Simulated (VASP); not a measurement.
# GaAs: optical spectrum of independent particles, by spin-orbit coupling

GaAs, F-43m (no. 216), 2 atoms in the cell.

| Spin-orbit coupling | ε at zero frequency, electronic | Mean energy of the absorption, weighted by Im ε (eV) | Direct gap on the mesh (eV) | Time (s) |
|---|---|---|---|---|
| no | 10.56 | 5.24 | 1.60 | 29 |
| yes | 10.58 | 5.24 | 1.51 | 190 |

Limits: The 8×8×8 mesh is coarse for a spectrum: peaks stand apart that a denser mesh merges, and ε at zero frequency can be far too high; the pull between electron and hole is left out.

## Input of the first row

INCAR.step1:
```
PREC = Accurate ; ENCUT = 330
ISMEAR = 0 ; SIGMA = 0.02
EDIFF = 1E-5 ; LASPH = True
KPAR = 4 ; LWAVE = True
LCHARG = False ; NBANDS = 25
```

INCAR.step2, as INCAR.step1 but for:
```
- EDIFF = 1E-5
+ EDIFF = 1E-7
+ LOPTICS = True
+ ALGO = Normal
+ NEDOS = 2000
+ CSHIFT = 0.1
+ METAGGA = MBJ
+ ISTART = 1
```

KPOINTS:
```
k-points
0
Gamma
  8 8 8
```

POSCAR:
```
GaAs
1.0
    0.0000000000      2.8268500000      2.8268500000
    2.8268500000      0.0000000000      2.8268500000
    2.8268500000      2.8268500000      0.0000000000
As Ga
1 1
Direct
    0.7500000000      0.7500000000      0.7500000000
    0.0000000000      0.0000000000      0.0000000000
```

Commands (each step's output is kept before the next begins):
```
cat potpaw_PBE.64/As/POTCAR potpaw_PBE.64/Ga_d/POTCAR > POTCAR
cp INCAR.step1 INCAR
mpirun -np 4 vasp_std > vasp.out
cp INCAR.step2 INCAR
mpirun -np 4 vasp_std > vasp.out
```

Changes of the last row against the first:
```
(all steps)
- NBANDS = 25
+ NBANDS = 50
+ LSORBIT = True
+ MAGMOM = 6*0
+ GGA_COMPAT = False
- vasp_std
+ vasp_ncl
```

VASP 6.6.1 took 29 s on 4 cores (AMD EPYC 9R14 (Zen 4)), a shared host.
